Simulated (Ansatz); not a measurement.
**GaN at 5 GPa (stress–strain coefficients): relaxed-ion elastic tensor**

Computed with DFT PBEsol, scalar-relativistic, plane waves, PAW in Ansatz 0.2.0. Settings: 420 eV plane-wave cutoff, Γ-centred 12×12×6 mesh, fixed occupations. No spin polarisation.

The cell, relaxed at 5 GPa:
```yaml
crystal:
  lattice:
    - [3.15599, 0.00000, 0.00000]
    - [-1.57800, 2.73317, 0.00000]
    - [0.00000, 0.00000, 5.14258]
  atoms:
    - { symbol: Ga, position: [0.33333, 0.66667, 0.99924] }
    - { symbol: Ga, position: [0.66667, 0.33333, 0.49924] }
    - { symbol: N, position: [0.33333, 0.66667, 0.37576] }
    - { symbol: N, position: [0.66667, 0.33333, 0.87576] }
```

(1) Give the relaxed-ion elastic constants (GPa, Voigt order xx yy zz yz xz xy, on the axes of the cell above).

(2) Is the crystal stable against homogeneous strain?

(3) And the moduli of a polycrystal (Hill averages)?

## Answers

(1)
```
366.6 150.2 112.4   0.0   0.0   0.0
150.2 366.6 112.4   0.0   0.0   0.0
112.5 112.5 407.6   0.0   0.0   0.0
  0.0   0.0   0.0  91.3   0.0   0.0
  0.0   0.0   0.0   0.0  91.3   0.0
  0.0   0.0   0.0   0.0   0.0 108.2
```

(2) Yes: the least eigenvalue of the tensor is 91.3 GPa.

(3) B = 210 GPa, G = 108 GPa, E = 276 GPa, ν = 0.28.

Cost: 1 run of about 2.8 core-minutes, on AMD EPYC 9R45 (Zen 5) (shared hosts).